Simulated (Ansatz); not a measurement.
**Structure relaxation of Mn**

Method: DFT PBEsol, scalar-relativistic, plane waves, PAW in Ansatz 0.2.0. Cutoff 420 eV, Γ-centred k mesh, Gaussian smearing, no spin polarisation in the final step.

The start puts Mn on the samarium (9R) structure type (R-3m, No. 166), at a guessed volume.

```
CELL_PARAMETERS angstrom
1.39443 0.80507 6.73918
-1.39443 0.80507 6.73918
0.00000 -1.61014 6.73918
ATOMIC_POSITIONS crystal
Mn 0.00000 0.00000 0.00000
Mn 0.22222 0.22222 0.22222
Mn 0.77778 0.77778 0.77778
```

Cell and atoms relax at zero pressure; the relaxation can't lower the symmetry of the start. After a coarse first stage the cell is made exact in the group found at 0.06 Å.

Energies count from the standard state of Mn at the same level.

Task: What does it relax into?

Result: It keeps R-3m (No. 166). The result has the samarium (9R) structure. Conventional cell: a = 2.454 Å, c = 17.827 Å. Mn on Wyckoff site a (1 atom of the primitive cell) is coordinated by 12 Mn at 2.44–2.45 Å; Mn on Wyckoff site c (2 atoms of the primitive cell) is coordinated by 12 Mn at 2.43–2.45 Å.

```
Mn
1.0
     1.22681    0.70830    5.94236
    -1.22681    0.70830    5.94236
     0.00000   -1.41660    5.94236
Mn
3
Direct
  0.00000 0.00000 0.00000
  0.22216 0.22216 0.22216
  0.77784 0.77784 0.77784
```

Task: What are its volume, energy, density and gap?

Result: The volume per atom is 10.33 Å³ and the density is 8.83 g/cm³. The energy over the standard structure is 0.06 eV/atom and the gap on the 21×21×21 mesh is 0 eV (a metal).

The final run used a 21×21×21 mesh on its 3-atom cell and 0.10 eV smearing. For metals, differences of a few meV/atom aren't resolved. Symmetry constrained the relaxation, so the result can be a saddle point.

This form isn't the element's structure at ambient conditions.